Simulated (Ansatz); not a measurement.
## Relaxing LiO3

Computed with DFT PBE, scalar-relativistic, plane waves, PAW (Ansatz 0.2.0). Cutoff 420 eV, Γ-centred k mesh, Gaussian smearing, collinear spin, first started from parallel moments.

The start puts LiO3 on the A15 structure type (Pm-3n, No. 223), with Li in place of Si, O in place of Cr, at a guessed volume.

```
Li O
1.0
     4.43592    0.00000    0.00000
     0.00000    4.43592    0.00000
     0.00000    0.00000    4.43592
Li O
2 6
Direct
  0.00000 0.00000 0.00000
  0.50000 0.50000 0.50000
  0.00000 0.50000 0.25000
  0.00000 0.50000 0.75000
  0.25000 0.00000 0.50000
  0.75000 0.00000 0.50000
  0.50000 0.75000 0.00000
  0.50000 0.25000 0.00000
```

Cell and atoms relax at zero pressure; the relaxation can't lower the symmetry of the start. After a coarse first stage the cell is made exact in the group found at 0.06 Å.

Energies over the elements count from the elements' standard structures at the same level (O₂ as a molecule), with no empirical corrections.

Task: Describe the relaxed structure.

Result: It keeps Pm-3n (No. 223). The result has the A15 structure. Conventional cell: a = 4.061 Å. Li is coordinated by 12 O at 2.27 Å; O is coordinated by 2 O at 2.03 Å, 4 Li at 2.27 Å and 8 O at 2.49 Å.

```xyz
8
Lattice="4.0607 0.0000 0.0000 0.0000 4.0607 0.0000 0.0000 0.0000 4.0607" Properties=species:S:1:pos:R:3 pbc="T T T"
Li    0.0000    0.0000    0.0000
Li    2.0304    2.0304    2.0304
O     0.0000    2.0304    1.0152
O     0.0000    2.0304    3.0455
O     1.0152    0.0000    2.0304
O     3.0455    0.0000    2.0304
O     2.0304    3.0455    0.0000
O     2.0304    1.0152    0.0000
```

Task: What are its volume, energy, gap and moment?

Result: The volume per atom is 8.37 Å³ and the density is 2.72 g/cm³. The energy over the elements is 0.56 eV/atom. The gap on the 10×10×10 mesh is 0 eV (a metal). The net moment per atom is 0.73 μB and the largest site moment is 0.90 μB.

The final run used a 10×10×10 mesh on its 8-atom cell and 0.10 eV smearing. The k mesh leaves about 4 meV/atom of noise in metals. Symmetry constrained the relaxation, so the result can be a saddle point. The steps took roughly 110 core-seconds in all.

Cost: 2 runs of about 1.8 core-minutes in all, on Arm Neoverse V1 (shared hosts).